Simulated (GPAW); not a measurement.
The system is Ge.

```
Ge
1.0
     4.00312    0.00000    0.00000
    -2.00156    3.46680    0.00000
     0.00000    0.00000   13.15671
Ge
8
Direct
  0.33333 0.66667 0.15594
  0.66667 0.33333 0.84406
  0.66667 0.33333 0.65594
  0.33333 0.66667 0.34406
  0.00000 0.00000 0.09315
  0.00000 0.00000 0.90685
  0.00000 0.00000 0.59315
  0.00000 0.00000 0.40685
```

This isn't the form of Ge at room conditions, which is diamond.

* Program: GPAW 26.7.0
* Task: single point
* Functional: PBEsol
* Potentials or basis: PAW data sets generated in the run's folder for this functional
* Cutoff: 600 eV
* Basis: pw
* k mesh: 8 × 8 × 2
* Occupations: fermi-dirac, width 0.05 eV
* Spin: no spin polarisation

On this cell: pressure 0.3 GPa; largest force 0.003 eV/Å; band gap on the k mesh 0.04 eV, direct.

The same run follows on a disturbed copy (atoms moved at random, drawn with an rms of 0.05 Å):

```xyz
8
Lattice="4.0031 0.0000 0.0000 -2.0016 3.4668 0.0000 0.0000 0.0000 13.1567" Properties=species:S:1:pos:R:3 pbc="T T T"
Ge   -0.0069    2.3323    2.0604
Ge    2.0566    1.1618   11.1013
Ge    2.0055    1.1734    8.6026
Ge    0.0053    2.3139    4.4894
Ge    0.0185    0.0228    1.2234
Ge    0.0390   -0.0116   11.9425
Ge   -0.0216    0.0617    7.8667
Ge   -0.0136    0.0215    5.3864
```

What does the disturbed cell give?

The energy moves by +9.4 meV/atom; pressure 0.4 GPa; largest force 0.915 eV/Å; band gap on the k mesh none (metal or under the smearing width).

Forces in eV/Å, atoms in the order of the input:
```
Ge   0.259  0.007 -0.334
Ge  -0.188 -0.179 -0.022
Ge  -0.298  0.501  0.602
Ge  -0.174  0.175  0.721
Ge  -0.249 -0.024  0.115
Ge   0.150  0.194 -0.177
Ge   0.325 -0.521 -0.678
Ge   0.174 -0.153 -0.228
```

Stress tensor (GPa, compression positive):
```
 0.60 -0.37  0.13
-0.37  0.38  0.21
 0.13  0.21  0.15
```
